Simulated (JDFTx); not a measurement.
# Mo (Im-3m) in JDFTx: notebook

The runs below take Mo through equation of state, with r2SCAN.

Everything below comes from runs of JDFTx 1.7.0 (patched build). Logs are shortened: lines on timing, memory, paths and dates and some standing lists are left out, and cuts for length are marked. The log counts tension as positive stress, the text compression.

## 1. The structure

It takes space group Im-3m (No. 229, cubic). The conventional cell has a = 3.168 Å, b = 3.168 Å, c = 3.168 Å, α = 90.00°, β = 90.00°, γ = 90.00°. Mo (site symmetry m-3m) is surrounded by 8 Mo at 2.74 Å.

## 2. Equation of state, r2SCAN, 14.94 Å³/atom (volume scaled by 0.94)

Mo.in reads:

```
lattice Body-Centered Cubic 5.8637342491
coords-type Lattice
ion Mo     0.0000000000     0.0000000000     0.0000000000 1

ion-species pseudo/Mo.upf
elec-cutoff 40
elec-ex-corr mgga-x-r2scan mgga-c-r2scan
kpoint-folding 12 12 12
elec-smearing Fermi 0.0018374661
elec-n-bands 13
electronic-SCF nIterations 100 energyDiffThreshold 1e-09
electronic-minimize nIterations 30 energyDiffThreshold 1e-7
forces-output-coords Cartesian

dump-name run.$VAR
dump End Ecomponents EigStats BandEigs Kpoints Forces Stress
```

Potentials or basis: SG15-PBE-1.2.

Started as:

```console
> jdftx -c 1 -i Mo.in -o Mo.out
```

Log:

```text
*************** JDFTx 1.7.0 (patched build) ***************

Input parsed successfully to the following command list (including defaults):

basis kpoint-dependent
coords-type Lattice
core-overlap-check vector
coulomb-interaction Periodic
davidson-band-ratio 1.1
dump End Forces BandEigs EigStats Ecomponents Stress Kpoints
dump-name run.$VAR
elec-cutoff 40
elec-eigen-algo Davidson
elec-ex-corr mgga-x-r2scan mgga-c-r2scan
elec-n-bands 13 1
elec-smearing Fermi 0.00183747
electronic-minimize  \
	dirUpdateScheme      FletcherReeves \
	linminMethod         DirUpdateRecommended \
	nIterations          30 \
	history              15 \
	knormThreshold       0 \
	maxThreshold         no \
	energyDiffThreshold  1e-07 \
	nEnergyDiff          2 \
	convergeAll          no \
	alphaTstart          1 \
	alphaTmin            1e-10 \
	updateTestStepSize   yes \
	alphaTreduceFactor   0.1 \
	alphaTincreaseFactor 3 \
	nAlphaAdjustMax      3 \
	wolfeEnergy          0.0001 \
	wolfeGradient        0.9 \
	abortOnFailedStep    no \
	fdTest               no
electronic-scf  \
	nIterations	100 \
	energyDiffThreshold	1e-09 \
	residualThreshold	1e-07 \
	mixFraction	0.5 \
	qMetric	0.8 \
	history	10 \
	nEigSteps	2 \
	eigDiffThreshold	1e-08 \
	mixedVariable	Density \
	qKerker	0.8 \
	qKappa	-1 \
	verbose	no \
	mixFractionMag	1.5
exchange-regularization WignerSeitzTruncated
fluid None
fluid-ex-corr lda-TF lda-PZ
fluid-gummel-loop 10 1.000000e-05
fluid-minimize  \
	dirUpdateScheme      PolakRibiere \
	linminMethod         DirUpdateRecommended \
	nIterations          100 \
	history              15 \
	knormThreshold       0 \
	maxThreshold         no \
	energyDiffThreshold  0 \
	nEnergyDiff          2 \
	convergeAll          no \
	alphaTstart          1 \
	alphaTmin            1e-10 \
	updateTestStepSize   yes \
	alphaTreduceFactor   0.1 \
	alphaTincreaseFactor 3 \
	nAlphaAdjustMax      3 \
	wolfeEnergy          0.0001 \
	wolfeGradient        0.9 \
	abortOnFailedStep    no \
	fdTest               no
fluid-solvent H2O 55.338 ScalarEOS \
	epsBulk 78.4 \
	pMol 0.92466 \
	epsInf 1.77 \
	Pvap 1.06736e-10 \
	sigmaBulk 4.62e-05 \
	Rvdw 2.61727 \
	Res 1.42 \
	tauNuc 343133 \
	poleEl 15 7 1
forces-output-coords Cartesian
ion Mo   0.000000000000000   0.000000000000000   0.000000000000000 1
ion-species pseudo/Mo.upf
ion-width 0
ionic-minimize  \
	dirUpdateScheme      L-BFGS \
	linminMethod         DirUpdateRecommended \
	nIterations          0 \
	history              15 \
	knormThreshold       0.0001 \
	maxThreshold         no \
	energyDiffThreshold  1e-06 \
	nEnergyDiff          2 \
	convergeAll          no \
	alphaTstart          1 \
	alphaTmin            1e-10 \
	updateTestStepSize   yes \
	alphaTreduceFactor   0.1 \
	alphaTincreaseFactor 3 \
	nAlphaAdjustMax      3 \
	wolfeEnergy          0.0001 \
	wolfeGradient        0.9 \
	abortOnFailedStep    no \
	fdTest               no
kpoint   0.000000000000   0.000000000000   0.000000000000  1.00000000000000
kpoint-folding 12 12 12
latt-move-scale 1 1 1
latt-scale 1 1 1
lattice Body-Centered Cubic 5.86373
lattice-minimize  \
	dirUpdateScheme      L-BFGS \
	linminMethod         DirUpdateRecommended \
	nIterations          0 \
	history              15 \
	knormThreshold       0 \
	maxThreshold         no \
	energyDiffThreshold  1e-06 \
	nEnergyDiff          2 \
	convergeAll          no \
	alphaTstart          1 \
	alphaTmin            1e-10 \
	updateTestStepSize   yes \
	alphaTreduceFactor   0.1 \
	alphaTincreaseFactor 3 \
	nAlphaAdjustMax      3 \
	wolfeEnergy          0.0001 \
	wolfeGradient        0.9 \
	abortOnFailedStep    no \
	fdTest               no
lcao-params -1 1e-06 0.00183747
pcm-variant GLSSA13
perturb-minimize  \
	nIterations            0 \
	algorithm              MINRES \
	residualTol            0.0001 \
	residualDiffThreshold  0.0001 \
	CGBypass               no \
	recomputeResidual      no
spintype no-spin
subspace-rotation-factor 1 yes
symmetries automatic
symmetry-threshold 0.0001

---------- Setting up symmetries ----------
[... 5 lines left out ...]
---------- Initializing the Grid ----------
R =
[     -2.93187      2.93187      2.93187  ]
[      2.93187     -2.93187      2.93187  ]
[      2.93187      2.93187     -2.93187  ]
unit cell volume = 100.807
G =
[ -3.1953e-17    1.07153    1.07153  ]
[    1.07153 -3.1953e-17    1.07153  ]
[    1.07153    1.07153 -3.1953e-17  ]
Minimum fftbox size, Smin = [  32  32  32  ]
Chosen fftbox size, S = [  32  32  32  ]

---------- Exchange Correlation functional ----------
Initialized LibXC exchange functional 'Re-regularized SCAN exchange by Furness et al'
Initialized LibXC correlation functional 'Re-regularized SCAN correlation by Furness et al'

---------- Setting up pseudopotentials ----------
Width of ionic core gaussian charges (only for fluid interactions / plotting) set to 0

Reading pseudopotential file 'pseudo/Mo.upf':
  'Mo' pseudopotential, 'PBE' functional
  Generated using ONCVPSP code by D. R. Hamann
  14 valence electrons, 0 orbitals, 6 projectors, 602 radial grid points, with lMax = 2
  Core radius for overlap checks: 2.33 bohrs.

Initialized 1 species with 1 total atoms.

Folded 1 k-points by 12x12x12 to 1728 k-points.

---------- Setting up k-points, bands, fillings ----------
Reduced to 72 k-points under symmetry.
Computing the number of bands and number of electrons
Calculating initial fillings.
nElectrons:  14.000000   nBands: 13   nStates: 72

----- Setting up reduced wavefunction bases (one per k-point) -----
average nbasis = 1217.665 , ideal nbasis = 1218.083

---------- Setting up ewald sum ----------
Optimum gaussian width for ewald sums = 1.830595 bohr.
Real space sum over 2197 unit cells with max indices [  6  6  6  ]
Reciprocal space sum over 2197 terms with max indices [  6  6  6  ]

---------- Allocating electronic variables ----------
Initializing wave functions:  (No orbitals for LCAO)  bandwidth-limited random numbers

Setting the auxilliary hamiltonian equal to the subspace hamiltonian.

-------- Electronic minimization -----------
Will mix electronic and kinetic density at each iteration.
	FillingsUpdate:  mu: +1.347890757  nElectrons: 14.000000
	FillingsUpdate:  mu: -0.036595760  nElectrons: 14.000000
SCF: Cycle:  0   F: -65.036019683093400   dF: -1.367e+01   |Residual|: 7.350e+00   |deigs|: 1.418e+00
	FillingsUpdate:  mu: +0.437280327  nElectrons: 14.000000
SCF: Cycle:  1   F: -66.471003400236853   dF: -1.435e+00   |Residual|: 4.377e+00   |deigs|: 5.870e-01
	FillingsUpdate:  mu: +1.003238802  nElectrons: 14.000000
SCF: Cycle:  2   F: -67.739692020160021   dF: -1.269e+00   |Residual|: 4.076e+00   |deigs|: 8.170e-01
	FillingsUpdate:  mu: +0.844026213  nElectrons: 14.000000
SCF: Cycle:  3   F: -68.566848676525325   dF: -8.272e-01   |Residual|: 1.028e+00   |deigs|: 2.977e-01
	FillingsUpdate:  mu: +0.825595395  nElectrons: 14.000000
SCF: Cycle:  4   F: -68.578454634687247   dF: -1.161e-02   |Residual|: 4.718e-01   |deigs|: 2.893e-02
	FillingsUpdate:  mu: +0.801565962  nElectrons: 14.000000
SCF: Cycle:  5   F: -68.569473592394530   dF: +8.981e-03   |Residual|: 3.491e-01   |deigs|: 3.651e-02
	FillingsUpdate:  mu: +0.818661669  nElectrons: 14.000000
SCF: Cycle:  6   F: -68.578492745739922   dF: -9.019e-03   |Residual|: 7.169e-02   |deigs|: 2.710e-02
	FillingsUpdate:  mu: +0.823113181  nElectrons: 14.000000
SCF: Cycle:  7   F: -68.578918565508616   dF: -4.258e-04   |Residual|: 1.664e-02   |deigs|: 7.992e-03
	FillingsUpdate:  mu: +0.822854780  nElectrons: 14.000000
SCF: Cycle:  8   F: -68.578923409161675   dF: -4.844e-06   |Residual|: 1.500e-02   |deigs|: 5.616e-04
	FillingsUpdate:  mu: +0.822348622  nElectrons: 14.000000
SCF: Cycle:  9   F: -68.578929106365422   dF: -5.697e-06   |Residual|: 2.005e-03   |deigs|: 8.494e-04
	FillingsUpdate:  mu: +0.822393153  nElectrons: 14.000000
SCF: Cycle: 10   F: -68.578929207305535   dF: -1.009e-07   |Residual|: 1.337e-03   |deigs|: 6.663e-05
	FillingsUpdate:  mu: +0.822393271  nElectrons: 14.000000
SCF: Cycle: 11   F: -68.578929229269079   dF: -2.196e-08   |Residual|: 3.046e-04   |deigs|: 1.702e-05
	FillingsUpdate:  mu: +0.822392077  nElectrons: 14.000000
SCF: Cycle: 12   F: -68.578929231586642   dF: -2.318e-09   |Residual|: 2.679e-04   |deigs|: 5.249e-06
	FillingsUpdate:  mu: +0.822392902  nElectrons: 14.000000
SCF: Cycle: 13   F: -68.578929232206889   dF: -6.202e-10   |Residual|: 1.467e-04   |deigs|: 2.774e-06
	FillingsUpdate:  mu: +0.822395882  nElectrons: 14.000000
SCF: Cycle: 14   F: -68.578929232365340   dF: -1.585e-10   |Residual|: 2.274e-05   |deigs|: 3.582e-06
SCF: Converged (|Delta E|<1.000000e-09 for 2 iters).

Setting wave functions to eigenvectors of Hamiltonian

# Stress tensor in Cartesian coordinates [Eh/a0^3]:
[ -0.000432642            0            0  ]
[            0 -0.000432642            0  ]
[            0            0 -0.000432642  ]

# Ionic positions in lattice coordinates:
ion Mo   0.000000000000000   0.000000000000000   0.000000000000000 1

# Forces in Cartesian coordinates:
force Mo  -0.000000000000000  -0.000000000000000  -0.000000000000000 1

# Energy components:
   Eewald =      -60.8221421539673841
       EH =        8.7375127936347710
     Eloc =      -35.2419532820194803
      Enl =        5.2553259056235300
      Exc =       -7.8518675924404651
       KE =       21.3442880129189021
-------------------------------------
     Etot =      -68.5788363162501184
       TS =        0.0000929161152254
-------------------------------------
        F =      -68.5789292323653399

IonicMinimize: Iter:   0  F: -68.578929232365340  |grad|_K:  0.000e+00
IonicMinimize: Converged (|grad|_K<1.000000e-04).

Dumping 'run.eigStats' ...
	eMin: -1.518274 at state 0 ( [ +0.000000 +0.000000 +0.000000 ] spin 0 )
	HOMO: +0.821839 at state 32 ( [ +0.083333 +0.250000 -0.166667 ] spin 0 )
	mu  : +0.822396
	LUMO: +0.823383 at state 59 ( [ +0.250000 +0.333333 -0.333333 ] spin 0 )
	eMax: +1.665141 at state 4 ( [ +0.000000 +0.000000 +0.333333 ] spin 0 )
	HOMO-LUMO gap: +0.001544
	Optical gap  : +0.022742 at state 59 ( [ +0.250000 +0.333333 -0.333333 ] spin 0 )
Done!
```

Wall time 94 s (1 thread of Arm Neoverse V2, shared host); peak memory 0.08 GiB.

Results:

```yaml
Free_energy: -1866.1277 eV
Pressure: 12.7 GPa
Band_gap_on_the_k_mesh: none (metal or under the smearing width)
```

Caveat: the potentials were made for another functional, which shifts forces and pressure.

## 3. Equation of state, r2SCAN, 15.26 Å³/atom (volume scaled by 0.96)

Mo.in, as its differences from that of step 2:

```diff
@@ -1,2 +1,2 @@
-lattice Body-Centered Cubic 5.8637342491
+lattice Body-Centered Cubic 5.9050295130
 coords-type Lattice
@@ -15,2 +15,2 @@
 dump-name run.$VAR
-dump End Ecomponents EigStats BandEigs Kpoints Forces Stress
+dump End Ecomponents EigStats BandEigs Kpoints Forces Stress ElecDensity KEdensity
```

Potentials or basis: SG15-PBE-1.2.

Started as:

```console
> jdftx -c 1 -i Mo.in -o Mo.out
```

Run time: 99 s. Hardware: 1 thread of Arm Neoverse V2, shared host; peak memory 0.08 GiB.

Results (log left out):

- Free energy: -1866.1463 eV
- Pressure: 6.0 GPa
- Band gap on the k mesh: none (metal or under the smearing width)

Caveat: the potentials were made for another functional, which shifts forces and pressure.

## 4. Equation of state, r2SCAN, 15.57 Å³/atom (volume scaled by 0.98)

Mo.in, as its differences from that of step 3:

```diff
@@ -1,2 +1,2 @@
-lattice Body-Centered Cubic 5.9050295130
+lattice Body-Centered Cubic 5.9457551413
 coords-type Lattice
```

Started as:

```console
> jdftx -c 1 -i Mo.in -o Mo.out
```

Wall time 1.8 min (1 thread of Arm Neoverse V2, shared host); peak memory 0.08 GiB.

It converged, with:

```yaml
Free_energy: -1866.1522 eV
Pressure: 0.0 GPa
Band_gap_on_the_k_mesh: none (metal or under the smearing width)
```

Caveat: the potentials were made for another functional, which shifts forces and pressure.

## 5. Equation of state, r2SCAN, 15.89 Å³/atom

Mo.in, as its differences from that of step 4:

```diff
@@ -1,2 +1,2 @@
-lattice Body-Centered Cubic 5.9457551413
+lattice Body-Centered Cubic 5.9859303812
 coords-type Lattice
```

Started as:

```console
> jdftx -c 1 -i Mo.in -o Mo.out
```

Wall time 1.9 min (1 thread of Arm Neoverse V2, shared host); peak memory 0.08 GiB.

It converged, with:

| Property | Result |
| --- | --- |
| Free energy | -1866.1468 eV |
| Pressure | -5.4 GPa |
| Band gap on the k mesh | none (metal or under the smearing width) |

Caveat: the potentials were made for another functional, which shifts forces and pressure.

## 6. Equation of state, r2SCAN, 16.21 Å³/atom (volume scaled by 1.02)

Mo.in, as its differences from that of step 5:

```diff
@@ -1,2 +1,2 @@
-lattice Body-Centered Cubic 5.9859303812
+lattice Body-Centered Cubic 6.0255734595
 coords-type Lattice
```

Potentials or basis: SG15-PBE-1.2.

Started as:

```console
> jdftx -c 1 -i Mo.in -o Mo.out
```

Wall time 3.3 min (1 thread of Arm Neoverse V2, shared host); peak memory 0.08 GiB.

The run converged. Its results:

```yaml
Free_energy: -1866.1312 eV
Pressure: -10.3 GPa
Band_gap_on_the_k_mesh: none (metal or under the smearing width)
```

Caveat: the potentials were made for another functional, which shifts forces and pressure.

## 7. Equation of state, r2SCAN, 16.53 Å³/atom (volume scaled by 1.04)

Mo.in, as its differences from that of step 6:

```diff
@@ -1,2 +1,2 @@
-lattice Body-Centered Cubic 6.0255734595
+lattice Body-Centered Cubic 6.0647016562
 coords-type Lattice
```

Started as:

```console
> jdftx -c 1 -i Mo.in -o Mo.out
```

Wall time 2.4 min (1 thread of Arm Neoverse V2, shared host); peak memory 0.08 GiB.

It converged, with:

```yaml
Free_energy: -1866.1064 eV
Pressure: -14.6 GPa
Band_gap_on_the_k_mesh: none (metal or under the smearing width)
```

Caveat: the potentials were made for another functional, which shifts forces and pressure.

## 8. Equation of state, r2SCAN, 16.85 Å³/atom (volume scaled by 1.06)

Mo.in, as its differences from that of step 7:

```diff
@@ -1,2 +1,2 @@
-lattice Body-Centered Cubic 6.0647016562
+lattice Body-Centered Cubic 6.1033313708
 coords-type Lattice
```

Started as:

```console
> jdftx -c 1 -i Mo.in -o Mo.out
```

It took 2.4 min on 1 thread of Arm Neoverse V2, shared host; peak memory 0.08 GiB.

The run converged. Its results:

```yaml
Free_energy: -1866.0735 eV
Pressure: -18.5 GPa
Band_gap_on_the_k_mesh: none (metal or under the smearing width)
```

Caveat: the potentials were made for another functional, which shifts forces and pressure.

## 9. Equation of state, r2SCAN

Potentials or basis: SG15-PBE-1.2.

This step only gathers the single runs of the series.

Results:

| Property | Result |
| --- | --- |
| Equilibrium volume | 15.57 Å³/atom |
| Bulk modulus | 279 GPa |
| Pressure derivative of the bulk modulus | 4.3 |

Energy against volume, from the lowest point:
```
volume (Å³/atom)  energy (meV/atom)
          14.938              24.44
          15.256               5.92
          15.574               0.00
          15.892               5.42
          16.209              21.02
          16.527              45.74
          16.845              78.66
```

Caveat: the potentials were made for another functional, which shifts forces and pressure.

## 10. For comparison

An earlier run on the cell as given: functional PBE; potentials or basis PseudoDojo-SR-PBE-0.5-standard; cutoff 1088 eV; density cutoff 4354 eV; k mesh 12 × 12 × 12; occupations fermi-dirac, width 0.05 eV; no spin polarisation.

- Pressure: -1.5 GPa
- Band gap on the k mesh: none (metal or under the smearing width)
